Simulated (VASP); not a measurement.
**CaO (rocksalt): one PBEsol single-point calculation in two programs**

```
Ca O
1.0
     0.00000    2.39755    2.39755
     2.39755    0.00000    2.39755
     2.39755    2.39755    0.00000
Ca O
1 1
Cartesian
  0.0000 0.0000 0.0000
  2.3976 2.3976 2.3976
```

The two codes use different PAW datasets and cutoffs. VASP's cell holds 16 valence electrons and Ansatz's 16. Ansatz's stress includes a Pulay correction; VASP's doesn't.

Cutoffs: 520 eV in VASP, 420 eV in Ansatz. k meshes: 10×10×10 and 10×10×10.

|  | VASP | Ansatz |
| --- | --- | --- |
| gap between bands v and c | 3.53 eV | 3.55 eV |
| least direct gap | 3.91 eV | 3.93 eV |
| pressure | -1.4 GPa | -2.0 GPa |

Band v is the last that the valence electrons fill when counted band by band, and c is the next. Levels in eV from the top of v, Ansatz:

```
point    v−1      v     c   c+1
    Γ   0.00   0.00  4.64  6.23
    X  -0.38  -0.38  3.55  8.11
    W  -1.07  -1.07  6.29  6.29
    K  -1.23  -0.79  5.08  8.01
    L  -1.22  -1.22  7.06  8.38
```

VASP:

```json
{"point": "Γ", "v−1": "0.00", "v": "0.00", "c": "4.62", "c+1": "6.21"}
{"point": "X", "v−1": "-0.38", "v": "-0.38", "c": "3.53", "c+1": "8.10"}
{"point": "W", "v−1": "-1.08", "v": "-1.08", "c": "6.28", "c+1": "6.28"}
{"point": "K", "v−1": "-1.23", "v": "-0.80", "c": "5.07", "c+1": "8.00"}
{"point": "L", "v−1": "-1.23", "v": "-1.23", "c": "7.05", "c+1": "8.39"}
```
